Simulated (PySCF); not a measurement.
Give a GFN2-xTB geometry of InChI=1S/C4H9NO/c1-4(6)5(2)3/h1-3H3.

```
atom  x, y, z in Å
C1     1.9818   -0.2620   -0.2365
C2     0.8175    0.6420   -0.5832
O3     0.9807    1.7171   -1.1279
N4    -0.4166    0.1931   -0.2433
C5    -1.5745    0.9716   -0.6200
C6    -0.6929   -1.0897    0.3531
H7     2.8866    0.1917   -0.6314
H8     1.8541   -1.2488   -0.6747
H9     2.0829   -0.3594    0.8425
H10   -2.1986    0.4175   -1.3253
H11   -1.2226    1.8871   -1.0912
H12   -2.1679    1.2215    0.2622
H13   -1.5957   -1.0077    0.9593
H14   -0.8607   -1.8582   -0.4101
H15    0.1215   -1.4078    0.9989
```

Orientation and origin are arbitrary. Atoms count from 1 in this order. Of the pairs four or more bonds apart, O3···H11 is among the closest relative to their van der Waals radii: 2.21 Å, 81 % of the sum of Bondi's values. The 3 C–N bonds span 1.356 Å (C2–N4, drawn single) to 1.445 Å (N4–C5, drawn single), a spread of 0.089 Å. The 6 heavy atoms lie in one plane (0.020 Å rms). N4 (amide nitrogen) is planar (angles 124.9°, 119.0° and 115.7°, sum 359.7°, 0.05 Å off the plane of its three neighbours).

Bonds between heavy atoms (Å): C1–C2 1.514, C2=O3 1.216, C2–N4 1.356, N4–C5 1.445, N4–C6 1.441.

The geometry is computed with GFN2-xTB (gas phase).

No frequency check. The numbers are those of one conformer (C1–C2–N4–C5 -176°).
